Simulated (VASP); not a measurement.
# AlN (Fm-3m) in VASP: equation of state

How stiff is AlN in PBE, and what volume does it want? The cell is scaled to several volumes.

Everything below comes from runs of VASP 6.6.1. Logs are shortened: lines on timing, memory, paths and dates and some standing lists are left out, and cuts for length are marked.

## Step 1: The crystal as given

The structure is cubic, space group Fm-3m (No. 225). The conventional cell has a = 4.069 Å, b = 4.069 Å, c = 4.069 Å, α = 90.00°, β = 90.00°, γ = 90.00°. Al (site symmetry m-3m) has 6 N at 2.03 Å as nearest neighbours. Around N (site symmetry m-3m) lie 6 Al at 2.03 Å.

Measurements of this composition are mostly on another form, of space group No. 186.

## Step 2: Equation of state, PBE, 7.92 Å³/atom (volume scaled by 0.94)

Input file INCAR:

```
SYSTEM = AlN
PREC = Accurate
ENCUT = 520
EDIFF = 1E-7
ISMEAR = -1
SIGMA = 0.05
LREAL = .False.
LASPH = .True.
NELM = 100
ALGO = Normal
ISIF = 2
LWAVE = .False.
LCHARG = .False.
GGA = PE
NBANDS = 11
```

Input file KPOINTS:

```
regular mesh
0
Gamma
  11 11 11
  0 0 0
```

Input file POSCAR:

```
AlN
1.0
    0.0000000000      1.9929855707      1.9929855707
    1.9929855707      0.0000000000      1.9929855707
    1.9929855707      1.9929855707      0.0000000000
Al N
1 1
Direct
    0.5000000000      0.5000000000      0.5000000000
    0.0000000000      0.0000000000      0.0000000000
```

Potentials or basis: VASP PAW PBE potentials, release 64 (Al, N).

Run with:

```bash
cat potpaw_PBE.64/Al/POTCAR potpaw_PBE.64/N/POTCAR > POTCAR
mpirun -np 1 vasp_std > vasp.out
```

OUTCAR:

```text
SYSTEM = AlN
   PREC = Accurate
   ENCUT = 520
   EDIFF = 1E-7
   ISMEAR = -1
   LREAL = .False.
   LASPH = .True.
   NELM = 100
   ISIF = 2
   GGA = PE

 Found     56 irreducible k-points:

 Following reciprocal coordinates:
            Coordinates               Weight
  0.000000  0.000000  0.000000      1.000000
  0.090909  0.000000  0.000000      8.000000
  0.181818  0.000000  0.000000      8.000000
  0.272727  0.000000  0.000000      8.000000
  0.363636  0.000000  0.000000      8.000000
  0.454545  0.000000  0.000000      8.000000
   k-points           NKPTS =     56   k-points in BZ     NKDIM =     56   number of bands    NBANDS=     11
   number of dos      NEDOS =    301   number of ions     NIONS =      2
   total plane-waves  NPLWV =  13824
   dimension x,y,z NGX =    24 NGY =   24 NGZ =   24
   dimension x,y,z NGXF=    48 NGYF=   48 NGZF=   48
   ions per type =               1   1
   NGX,Y,Z   is equivalent  to a cutoff of  14.16, 14.16, 14.16 a.u.
   NGXF,Y,Z  is equivalent  to a cutoff of  28.31, 28.31, 28.31 a.u.
 SYSTEM =  AlN
   PREC   = accura    normal or accurate (medium, high low for compatibility)
   ISTART =      0    job   : 0-new  1-cont  2-samecut
   ICHARG =      2    charge: 1-file 2-atom 10-const
   ISPIN  =      1    spin polarized calculation?
   LNONCOLLINEAR =      F non collinear calculations
   LSORBIT =      F    spin-orbit coupling
   LASPH  =      T    aspherical Exc in radial PAW
   ENCUT  =  520.0 eV  38.22 Ry    6.18 a.u.   5.24  5.24  5.24*2*pi/ulx,y,z
   NELM   =    100;   NELMIN=  2; NELMDL= -5     # of ELM steps
   EDIFF  = 0.1E-06   stopping-criterion for ELM
   LREAL  =      F    real-space projection
   EDIFFG = 0.1E-05   stopping-criterion for IOM
   NSW    =      0    number of steps for IOM
   IBRION =     -1    ionic relax: 0-MD 1-quasi-New 2-CG
   NFREE  =      0    steps in history (QN), initial steepest desc. (CG)
   ISIF   =      2    stress and relaxation
   ISYM   =      2    0-nonsym 1-usesym 2-fastsym
   POTIM  = 0.5000    time-step for ionic-motion
   TEBEG  =    0.0;   TEEND  =   0.0 temperature during run
   PSTRESS=    0.0 pullay stress
   NELECT =       8.0000    total number of electrons
   NUPDOWN=      -1.0000    fix difference up-down
   EMIN   =  10.00;   EMAX   =-10.00  energy-range for DOS
   EFERMI =   0.00;   METHOD = LEGACY
   ISMEAR =    -1;   SIGMA  =   0.05  broadening in eV -4-tet -1-fermi 0-gaus
   EFERMI_NEDOS =   21; number of points for ismear=-14 and -15
   IALGO  =     38    algorithm
   IMIX   =      4    mixing-type and parameters
     AMIX     =   0.40;   BMIX     =  1.00
     AMIX_MAG =   1.60;   BMIX_MAG =  1.00
  volume/ion in A,a.u.               =       7.92        53.42
  Fermi-wavevector in a.u.,A,eV,Ry     =   1.303939  2.464088 23.133407  1.700257
  Thomas-Fermi vector in A             =   2.434908
   LORBIT       =      0    0 simple, 1 ext, 2 COOP (PROOUT), +10 PAW based schemes
   GGA     = PE    functional components
   LHFCALC =     F    Hartree Fock is set to
   AEXX    =    0.0000 exact exchange contribution
   IVDW    =     0    specifies the selected vdW correction
   LEPSILON=     F    determine dielectric tensor
   LRPA    =     F    only Hartree local field effects (RPA)
 non-spin polarized calculation
  energy-cutoff  :      520.00
  volume of cell :       15.83
 maximum number of plane-waves:       440
 NGX is ok and might be reduce to    24
   NGX = 11   NGY = 11   NGZ = 11

 number of electron       7.9999999 magnetization

 Free energy of the ion-electron system (eV)
  ---------------------------------------------------
  ext. energy  EPLUGINS =         0.00000000
  ---------------------------------------------------
  free energy    TOTEN  =       -14.49227525 eV

  energy without entropy =      -14.49227525  energy(sigma->0) =      -14.49227525

 E-fermi :  11.5011     XC(G=0): -12.4873

 val. band max:       10.5283353464   @ k =   0.0000   0.0000   0.0000
 cond. band min:      15.6875352880   @ k =   0.4545   0.4545   0.0000
 fundamental gap:      5.1591999416
 Fermi energy:        11.5011219690

 k-point     1 :       0.0000    0.0000    0.0000
  band No.  band energies     occupation
      1      -7.4194      2.00000
      2      10.5283      2.00000
      3      10.5283      2.00000
      4      10.5283      2.00000
      5      16.8391      0.00000
      6      22.8333      0.00000
      7      22.8333      0.00000
      8      22.8333      0.00000
      9      28.0914      0.00000
     10      28.6358      0.00000
     11      28.6358      0.00000

 k-point     2 :       0.0909    0.0000    0.0000
  band No.  band energies     occupation
      1      -7.2426      2.00000
      2       9.6673      2.00000
      3      10.4182      2.00000
      4      10.4182      2.00000
      5      17.3531      0.00000
      6      22.0413      0.00000
      7      23.1062      0.00000
      8      23.1062      0.00000
      9      27.3184      0.00000
     10      27.3184      0.00000
     11      29.2844      0.00000

 k-point     3 :       0.1818    0.0000    0.0000
  band No.  band energies     occupation
      1      -6.7247      2.00000
      2       7.7460      2.00000
      3      10.1419      2.00000
      4      10.1419      2.00000
      5      17.9408      0.00000
      6      21.5028      0.00000
      7      23.4609      0.00000
      8      23.4609      0.00000
      9      26.4828      0.00000
     10      26.4828      0.00000
     11      28.9348      0.00000

 k-point     4 :       0.2727    0.0000    0.0000
  band No.  band energies     occupation
      1      -5.9121      2.00000
      2       5.5427      2.00000
      3       9.8147      2.00000
      4       9.8147      2.00000
      5      17.6787      0.00000
      6      22.3438      0.00000
      7      22.9885      0.00000
      8      22.9885      0.00000
      9      27.4763      0.00000
     10      27.4763      0.00000
     11      28.1224      0.00000

 k-point     5 :       0.3636    0.0000    0.0000
  band No.  band energies     occupation
      1      -4.9286      2.00000
      2       3.5133      2.00000
      3       9.5417      2.00000
      4       9.5417      2.00000
      5      17.2260      0.00000
      6      22.3153      0.00000
      7      22.3153      0.00000
      8      23.5788      0.00000
      9      27.4581      0.00000
     10      29.4726      0.00000
     11      29.4726      0.00000

 k-point     6 :       0.4545    0.0000    0.0000
  band No.  band energies     occupation
      1      -4.1173      2.00000
      2       2.1495      2.00000
      3       9.3897      2.00000
      4       9.3897      2.00000
      5      16.9711      0.00000
      6      21.9298      0.00000
      7      21.9298      0.00000
      8      24.3729      0.00000
      9      27.1400      0.00000
     10      31.3587      0.00000
     11      31.3587      0.00000

 [... further k-points ...]

------------------------ aborting loop because EDIFF is reached ----------------------------------------

  FORCE on cell =-STRESS in cart. coord.  units (eV):
  Direction    XX          YY          ZZ          XY          YZ          ZX
  --------------------------------------------------------------------------------------
  -------------------------------------------------------------------------------------
  Total        1.7450324      1.7450324      1.7450324     -0.0000000      0.0000000     -0.0000000
  in kB      176.5922413    176.5922413    176.5922413     -0.0000000      0.0000000     -0.0000000
  external PRESSURE =     176.5922413 kB  Pullay stress =       0.0000000 kB

 VOLUME and BASIS-vectors are now :
 -----------------------------------------------------------------------------
  energy-cutoff  :      520.00
  volume of cell :       15.83
      direct lattice vectors                 reciprocal lattice vectors
     0.000000000  1.992985571  1.992985571    -0.250879890  0.250879890  0.250879890
     1.992985571  0.000000000  1.992985571     0.250879890 -0.250879890  0.250879890
     1.992985571  1.992985571  0.000000000     0.250879890  0.250879890 -0.250879890

 POSITION                                       TOTAL-FORCE (eV/Angst)
 -----------------------------------------------------------------------------------
      1.99299      1.99299      1.99299         0.000000     -0.000000      0.000000
      0.00000      0.00000      0.00000        -0.000000      0.000000     -0.000000
 -----------------------------------------------------------------------------------
    total drift:                                0.000000     -0.000000     -0.000000

  FREE ENERGIE OF THE ION-ELECTRON SYSTEM (eV)
  ---------------------------------------------------
  free  energy   TOTEN  =       -14.4922752467 eV

  energy  without entropy=      -14.4922752467  energy(sigma->0) =      -14.49227525
```

Run time: 8.8 s. Hardware: 1 thread of Intel Xeon Platinum 8259CL at 2.50GHz (Skylake/Cascade Lake), shared host; peak memory 0.13 GiB.

Results:

- Free energy: -14.4923 eV
- Pressure: 17.7 GPa
- Band gap on the k mesh: 5.16 eV, indirect (least direct gap 6.31 eV)

Caveat: an odd mesh through Γ misses points on the zone boundary, where band edges often lie.

## Step 3: Equation of state, PBE, 8.08 Å³/atom (volume scaled by 0.96)

Input file INCAR:

```
SYSTEM = AlN
  ALGO = Normal
  EDIFF = 1E-7
  ENCUT = 520
  GGA = PE
  ISIF = 2
  ISMEAR = -1
  LASPH = .TRUE.
  LCHARG = .FALSE.
  LREAL = .FALSE.
  LWAVE = .FALSE.
  NBANDS = 11
  NELM = 100
  PREC = Accurate
  SIGMA = 0.05
```

Input file KPOINTS:

```
k-points
0
G
  11 11 11
  0 0 0
```

Input file POSCAR:

```
AlN
1.0
    0.0000000000      2.0070211428      2.0070211428
    2.0070211428      0.0000000000      2.0070211428
    2.0070211428      2.0070211428      0.0000000000
Al N
1 1
Direct
    0.5000000000      0.5000000000      0.5000000000
    0.0000000000      0.0000000000      0.0000000000
```

Potentials or basis: VASP PAW PBE potentials, release 64 (Al, N).

Run with:

```bash
cat potpaw_PBE.64/Al/POTCAR potpaw_PBE.64/N/POTCAR > POTCAR
mpirun -np 1 vasp_std > vasp.out
```

Run time: 9.3 s. Hardware: 1 thread of Intel Xeon Platinum 8259CL at 2.50GHz (Skylake/Cascade Lake), shared host; peak memory 0.13 GiB.

The run converged. Its results:

```yaml
Free_energy: -14.5227 eV
Pressure: 11.2 GPa
Band_gap_on_the_k_mesh: 4.95 eV, indirect (least direct gap 6.00 eV)
```

Caveat: an odd mesh through Γ misses points on the zone boundary, where band edges often lie.

## Step 4: Equation of state, PBE, 8.25 Å³/atom (volume scaled by 0.98)

Input file INCAR:

```
  PREC = Accurate
  ENCUT = 520
  EDIFF = 1E-7
  ISMEAR = -1
  SIGMA = 0.05
  LREAL = False
  LASPH = True
  NELM = 60
  ALGO = Normal
  ISIF = 2
  LWAVE = False
  LCHARG = False
  GGA = PE
  NBANDS = 11
```

Input file KPOINTS:

```
Automatic mesh
0
Gamma
  11 11 11
```

Input file POSCAR:

```
AlN
1.0
    0.0000000000      2.0208631053      2.0208631053
    2.0208631053      0.0000000000      2.0208631053
    2.0208631053      2.0208631053      0.0000000000
Al N
1 1
Direct
    0.5000000000      0.5000000000      0.5000000000
    0.0000000000      0.0000000000      0.0000000000
```

Run with:

```bash
cat potpaw_PBE.64/Al/POTCAR potpaw_PBE.64/N/POTCAR > POTCAR
mpirun -np 1 vasp_std > vasp.out
```

Wall time 8.2 s (1 thread of Intel Xeon Platinum 8259CL at 2.50GHz (Skylake/Cascade Lake), shared host); peak memory 0.13 GiB.

It converged, with:

```yaml
Free_energy: -14.5402 eV
Pressure: 5.3 GPa
Band_gap_on_the_k_mesh: 4.75 eV, indirect (least direct gap 5.70 eV)
```

Caveat: an odd mesh through Γ misses points on the zone boundary, where band edges often lie.

## Step 5: Equation of state, PBE, 8.59 Å³/atom (volume scaled by 1.02)

Input file INCAR:

```
PREC = Accurate
ENCUT = 520
EDIFF = 1E-7
ISMEAR = -1
SIGMA = 0.05
LREAL = False
LASPH = True
NELM = 100
ALGO = Normal
ISIF = 2
LWAVE = False
LCHARG = False
GGA = PE
NBANDS = 11
```

Input file KPOINTS:

```
regular mesh
0
Gamma
  11 11 11
```

Input file POSCAR:

```
AlN
1.0
    0.0000000000      2.0479920218      2.0479920218
    2.0479920218      0.0000000000      2.0479920218
    2.0479920218      2.0479920218      0.0000000000
Al N
1 1
Direct
    0.5000000000      0.5000000000      0.5000000000
    0.0000000000      0.0000000000      0.0000000000
```

Run with:

```bash
cat potpaw_PBE.64/Al/POTCAR potpaw_PBE.64/N/POTCAR > POTCAR
mpirun -np 1 vasp_std > vasp.out
```

Run time: 9.2 s. Hardware: 1 thread of Intel Xeon Platinum 8259CL at 2.50GHz (Skylake/Cascade Lake), shared host; peak memory 0.13 GiB.

It converged, with:

```yaml
Free_energy: -14.5411 eV
Pressure: -4.8 GPa
Band_gap_on_the_k_mesh: 4.37 eV, indirect (least direct gap 5.13 eV)
```

Caveat: an odd mesh through Γ misses points on the zone boundary, where band edges often lie.

## Step 6: Equation of state, PBE, 8.76 Å³/atom (volume scaled by 1.04)

Input file INCAR:

```
SYSTEM = AlN
ALGO = Normal
EDIFF = 1E-7
ENCUT = 520
GGA = PE
ISIF = 2
ISMEAR = -1
LASPH = .True.
LCHARG = .False.
LREAL = .False.
LWAVE = .False.
NBANDS = 11
NELM = 80
PREC = Accurate
SIGMA = 0.05
```

Input file KPOINTS:

```
k-points
0
Gamma
  11 11 11
  0 0 0
```

Input file POSCAR:

```
AlN
1.0
    0.0000000000      2.0612910439      2.0612910439
    2.0612910439      0.0000000000      2.0612910439
    2.0612910439      2.0612910439      0.0000000000
Al N
1 1
Direct
    0.5000000000      0.5000000000      0.5000000000
    0.0000000000      0.0000000000      0.0000000000
```

Potentials or basis: VASP PAW PBE potentials, release 64 (Al, N).

Run with:

```bash
cat potpaw_PBE.64/Al/POTCAR potpaw_PBE.64/N/POTCAR > POTCAR
mpirun -np 1 vasp_std > vasp.out
```

Wall time 12 s (1 thread of Intel Xeon Platinum 8259CL at 2.50GHz (Skylake/Cascade Lake), shared host); peak memory 0.13 GiB.

Results (log left out):

```
Free energy            : -14.5266 eV
Pressure               : -9.1 GPa
Band gap on the k mesh : 4.19 eV, indirect (least direct gap 4.86 eV)
```

Caveat: an odd mesh through Γ misses points on the zone boundary, where band edges often lie.

## Step 7: Equation of state, PBE, 8.93 Å³/atom (volume scaled by 1.06)

Input file INCAR:

```
  PREC = Accurate
  ENCUT = 520
  EDIFF = 1E-7
  ISMEAR = -1
  SIGMA = 0.05
  LREAL = F
  LASPH = T
  NELM = 80
  ALGO = Normal
  ISIF = 2
  LWAVE = F
  LCHARG = F
  GGA = PE
  NBANDS = 11
```

Input file KPOINTS:

```
Automatic mesh
0
Gamma
  11 11 11
```

Input file POSCAR:

```
AlN
1.0
    0.0000000000      2.0744206402      2.0744206402
    2.0744206402      0.0000000000      2.0744206402
    2.0744206402      2.0744206402      0.0000000000
Al N
1 1
Direct
    0.5000000000      0.5000000000      0.5000000000
    0.0000000000      0.0000000000      0.0000000000
```

Run with:

```bash
cat potpaw_PBE.64/Al/POTCAR potpaw_PBE.64/N/POTCAR > POTCAR
mpirun -np 1 vasp_std > vasp.out
```

It took 12 s on 1 thread of Intel Xeon Platinum 8259CL at 2.50GHz (Skylake/Cascade Lake), shared host; peak memory 0.13 GiB.

The run converged. Its results:

```
Free energy            : -14.5034 eV
Pressure               : -13.0 GPa
Band gap on the k mesh : 4.01 eV, indirect (least direct gap 4.61 eV)
```

Caveat: an odd mesh through Γ misses points on the zone boundary, where band edges often lie.

## Step 8: Equation of state, PBE

Potentials or basis: VASP PAW PBE potentials, release 64 (Al, N).

No new run: the results of the series are fitted here.

Results:

- Equilibrium volume: 8.43 Å³/atom
- Bulk modulus: 252 GPa
- Pressure derivative of the bulk modulus: 4.0

Energy against volume, from the lowest point:
```tsv
volume (Å³/atom)	energy (meV/atom)
7.916	26.83
8.085	11.60
8.253	2.87
8.421	0.00
8.590	2.44
8.758	9.67
8.927	21.26
```
